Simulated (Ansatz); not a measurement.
How far is PAW off for CoSi2?

```
CELL_PARAMETERS angstrom
0.00000 2.68250 2.70933
2.68250 0.00000 2.70933
2.68250 2.68250 0.00000
ATOMIC_POSITIONS crystal
Co 0.00000 0.00000 0.00000
Si 0.25000 0.25000 0.25000
Si 0.75000 0.75000 0.75000
```

Atom numbers follow the list: Co1, Si2, Si3.

The cell is COD entry 1008148, as deposited and not checked against the literature; nothing was relaxed. The listed cell was then made from it by scaling, straining or moving an atom.

Methods: DFT, PBE, PAW with Ansatz's default frozen-core files, scalar-relativistic (Ansatz 0.2.0); DFT, PBE, all-electron PAW with datasets made for the crystal, scalar-relativistic (Ansatz 0.2.0); DFT, PBE, all-electron LAPW, scalar-relativistic (Ansatz 0.2.0).

For PAW: a Γ-centred 11×11×11 k mesh, Fermi–Dirac smearing of 0.05 eV, cutoff 420 eV, spin-polarised from start moments Co1 2 μB (the moments died away, and the run ended non-magnetic). The crystal-made all-electron datasets (AE datasets) take a cutoff of 320 eV at this cell. LAPW targets a basis error of 1 meV/atom. The Ansatz runs share mesh, smearing and spin set-up. Plane-wave (PAW) pressures include the program's estimate of the Pulay term.

Stress and pressure are positive in compression.

```json
{"quantity": "pressure (GPa)", "PAW": "?", "AE datasets": "-2.20", "LAPW": "-2.20"}
{"quantity": "stress xx (GPa)", "PAW": "?", "AE datasets": "-1.91", "LAPW": "-1.91"}
{"quantity": "stress zz (GPa)", "PAW": "?", "AE datasets": "-2.79", "LAPW": "-2.79"}
```

(1) Give the missing entry: row "stress xx (GPa)", column "PAW".

(2) Fill in "PAW" for the row "stress zz (GPa)".

(3) Fill in "PAW" for the row "pressure (GPa)".

Results:

(1) -1.96.

(2) -2.85.

(3) -2.26.
